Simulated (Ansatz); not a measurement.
# HfO2: the cell at several levels of theory

The task here is to estimate one member of a computed series from the others.

Code: Ansatz 0.2.0. PAW datasets, plane waves, zero pressure. Calculated at 0 K for a non-magnetic cell.

### Starting point

This is the cell as the run starts from it, not yet at rest; its lengths are not the crystal's.

It is tetragonal, P4_2/mnm (No. 136); conventional cell a = 4.814 Å, c = 3.205 Å, 12.38 Å³ an atom. Around Hf lie 6 O at 2.08 Å; around O lie 3 Hf at 2.08 Å.

As a file:

```xyz
6
Lattice="4.8135 0.0000 0.0000 0.0000 4.8135 0.0000 0.0000 0.0000 3.2054" Properties=species:S:1:pos:R:3 pbc="T T T"
Hf    0.0000    0.0000    0.0000
Hf    2.4068    2.4068    1.6027
O     0.9384    3.8751    1.6027
O     1.4683    1.4683    0.0000
O     3.3452    3.3452    0.0000
O     3.8751    0.9384    1.6027
```

The first run:

The input, input.yaml:

```yaml
crystal:
  lattice:
    - [4.81353299, 0.0, 0.0]
    - [0.0, 4.81353299, 0.0]
    - [0.0, 0.0, 3.20541541]
  atoms:
    - { symbol: Hf, position: [0.0, 0.0, 0.0] }
    - { symbol: Hf, position: [0.5, 0.5, 0.5] }
    - { symbol: O, position: [0.19495512, 0.80504488, 0.5] }
    - { symbol: O, position: [0.30504488, 0.30504488, 0.0] }
    - { symbol: O, position: [0.69495512, 0.69495512, 0.0] }
    - { symbol: O, position: [0.80504488, 0.19495512, 0.5] }
kpoints:
  mp_grid: { grid: [6, 6, 8] }
hamiltonian:
  xc: pbe
scf:
  occupations: { method: fermi_dirac, width: 0.02 }
relax:
  f_tol: 0.005
  cell: {}
```

On the command line:

```bash
$ ansatz run input.yaml --threads 4 --pin off --max-ram 5529MiB --backend cpu --events-out ev --progress --plain --runs-dir out
```

Among the steps run: Relaxation with PBE; Relaxation with r2SCAN; Relaxing with PBEsol; LDA: cell and atoms.

One of the session's tables, all rows but one given; the rest of the session is left out.

| level | a (Å) | c (Å) | volume (Å³/atom) |
| --- | --- | --- | --- |
| PBE | 4.880 | 3.238 | 12.852 |
| r2SCAN | 4.838 | 3.220 | 12.563 |
| PBEsol | 4.830 | 3.210 | 12.481 |
| LDA | ? | ? | ? |

Estimate the missing values for LDA.

**Answer.** a (Å): 4.789; c (Å): 3.186; volume (Å³/atom): 12.178. In the column «a (Å)» it is the lowest.

In words: From the start to the first minimum the volume moved by +3.8 %. LDA gives the smallest cell and PBE the largest; they differ by 5.5 % in volume, a mean of 1.8 % in length.
